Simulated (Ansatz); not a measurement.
# BP: equation of state

An exercise on one series of results from a longer session: the logs are not shown, and one member is left open.

Method: DFT LDA, scalar-relativistic, in Ansatz 0.2.0.

**The structure to begin with**

Symmetry: F-43m, No. 216, cubic system. Conventional cell: a = 4.538 Å, b = 4.538 Å, c = 4.538 Å, α = 90.00°, β = 90.00°, γ = 90.00°. B (site symmetry -43m) has 4 P at 1.97 Å as nearest neighbours. P (site symmetry -43m) is surrounded by 4 B at 1.97 Å.

As a file:

```
B P
1.0
     0.00000    2.26900    2.26900
     2.26900    0.00000    2.26900
     2.26900    2.26900    0.00000
B P
1 1
Direct
  0.00000 0.00000 0.00000
  0.75000 0.75000 0.75000
```

Atoms are numbered in the order of the input: B1, P2.

Set-up of the first run:

input.yaml reads:

```yaml
crystal:
  lattice:
    - [0.0, 2.2383340787, 2.2383340787]
    - [2.2383340787, 0.0, 2.2383340787]
    - [2.2383340787, 2.2383340787, 0.0]
  atoms:
    - { symbol: B, position: [0.0, 0.0, 0.0] }
    - { symbol: P, position: [0.75, 0.75, 0.75] }
kpoints:
  mp_grid: { grid: [12, 12, 12] }
  band_path:
    path:
      - [0.0, 0.0, 0.0]
      - [-0.5, -0.5, 0.0]
      - [-0.375, -0.375, 0.25]
      - [-0.375, 0.0, 0.375]
      - [0.0, 0.0, 0.0]
      - [0.0, 0.0, 0.5]
      - [-0.5, -0.25, 0.25]
      - [-0.5, -0.5, 0.0]
    npoints: 5
scf:
  occupations: { method: fermi_dirac, width: 0.08 }
hamiltonian:
  xc: lda
  pseudopotentials: { kind: all_electron, lapw: { basis_error: 0.0005 } }
output:
  forces: true
  stress: true
  eigenvalues: true
```

Run with:

```console
ansatz run input.yaml --threads 1 --pin off --max-ram 3072MiB --backend cpu --events-out ev --progress --plain --runs-dir out
```

Steps of the session up to this table: Volume × 0.96, LAPW; Volume × 0.96, PAW; Volume × 0.96, crystal datasets; Volume × 0.99, LAPW; Volume × 0.99, PAW; Volume × 0.99, crystal datasets; Volume × 1.02, LAPW; Volume × 1.02, PAW; Volume × 1.02, crystal datasets; Volume × 1.06, LAPW; Volume × 1.06, PAW; Volume × 1.06, crystal datasets.

One of the session's tables, all rows but one given; the rest of the session is left out.

```
          method  volume (Å³/atom)  pressure (GPa)  gap on the k mesh (eV)
            LAPW            11.214            1.63                    1.13
            LAPW            11.565           -3.65                    1.17
            LAPW            11.915           -8.21                    1.21
            LAPW            12.383          -13.32                    1.25
             PAW            11.214            1.65                    1.13
             PAW            11.565           -3.63                    1.17
             PAW            11.915           -8.19                    1.21
             PAW            12.383          -13.31                    1.25
crystal datasets            11.214            1.62                    1.13
crystal datasets            11.565           -3.66                    1.17
crystal datasets            11.915           -8.21                    1.21
crystal datasets            12.383               ?                       ?
```

**Question.** Estimate the row for crystal datasets, 12.383.

**Answer.** pressure (GPa): -13.33; gap on the k mesh (eV): 1.25. In the column «pressure (GPa)» it is the lowest.

Caveats from the session: Warnings in the runs' records: crystal datasets made.
